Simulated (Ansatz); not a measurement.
# Ni: the crystal squeezed far

How does Ni (hcp type) answer strong compression? Methods of the runs shown: PAW.

Computed with Ansatz 0.2.0 (DFT PBE, with the methods named in each step, unless a step's input says otherwise).

1 further run of the same task is left out (it didn't finish).

### 1 The starting structure

It takes space group P6_3/mmc (No. 194, hexagonal). The conventional cell has a = 2.495 Å, b = 2.495 Å, c = 4.042 Å, α = 90.00°, β = 90.00°, γ = 120.00°. Ni (site symmetry -6m2) is surrounded by 12 Ni at 2.48 to 2.50 Å.

Structure file:

```
CELL_PARAMETERS angstrom
2.49523 0.00000 0.00000
-1.24761 2.16093 0.00000
0.00000 0.00000 4.04227
ATOMIC_POSITIONS crystal
Ni 0.33333 0.66667 0.25000
Ni 0.66667 0.33333 0.75000
```

Whether this phase is the stable one at these pressures isn't tested.

Atoms are numbered in the order of the input: Ni1, Ni2.

### 2 Cell relaxed at zero pressure, PAW

Contents of input.yaml:

```yaml
crystal:
  lattice:
    - [2.495228857, 0.0, 0.0]
    - [-1.2476144285, 2.1609315784, 0.0]
    - [0.0, 0.0, 4.0422707483]
  atoms:
    - { symbol: Ni, position: [0.3333333333, 0.6666666667, 0.25], spin: 1.0 }
    - { symbol: Ni, position: [0.6666666667, 0.3333333333, 0.75], spin: 1.0 }
magnetization:
  spin_polarized: true
kpoints:
  mp_grid: { grid: [17, 17, 10] }
scf:
  occupations: { method: fermi_dirac, width: 0.08 }
hamiltonian:
  xc: pbe
  pseudopotentials: { kind: paw }
output:
  forces: true
  stress: true
relax:
  f_tol: 0.005
  max_steps: 40
  cell: {}
```

Run with:

```sh
> ansatz run input.yaml --threads 1 --pin off --max-ram 3072MiB --backend cpu --events-out ev --progress --plain --runs-dir out
```

The runs that follow: Volume scaled by 1, PAW; Shape and atoms relaxed at 0.92 of the volume, PAW; Volume scaled by 0.92, PAW; Shape and atoms relaxed at 0.84 of the volume, PAW; Volume scaled by 0.84, PAW; Shape and atoms relaxed at 0.76 of the volume, PAW; Volume scaled by 0.76, PAW; Shape and atoms relaxed at 0.68 of the volume, PAW; Volume scaled by 0.68, PAW; Shape and atoms relaxed at 0.6 of the volume, PAW; Volume scaled by 0.6, PAW; Volume scaled by 0.6, PAW (source ansatz); Shape and atoms relaxed at 0.52 of the volume, PAW; Volume scaled by 0.52, PAW; Volume scaled by 0.52, PAW (partial_waves polarizable); Shape and atoms relaxed at 0.45 of the volume, PAW; Volume scaled by 0.45, PAW; Volume scaled by 0.45, PAW (core large).

Q: Predict the outcome of this session. Wanted: PAW pressure at 0.45 of the volume; PAW; fitted bulk modulus at zero pressure.

As calculated:

| quantity | value |
| --- | --- |
| PAW pressure at 0.45 of the volume | 1025.1 GPa |
| PAW (core large) pressure at 0.45 of the volume | 1025.1 GPa |
| fitted bulk modulus at zero pressure (PAW) | 206 GPa |
| its pressure derivative | 4.50 |

What this shows: By PAW the pressure climbs to 1025 GPa at 0.45 of the first volume. A third-order Birch-Murnaghan curve fits the range only roughly (B₀ = 206 GPa, B′ = 4.50, misfit at most 8.25 GPa). A fit over so wide a range leans to the high pressures, so B₀ can be off by several per cent. The largest moment goes from 0.69 to 0.00 μB: compression widens the bands and quenches it. No all-electron run checks these rows here, and frozen cores can fail under such compression. The ions are at rest, and the electrons smeared by 0.08 eV. Other magnetic orders may lie lower; this is the state that the run reached.
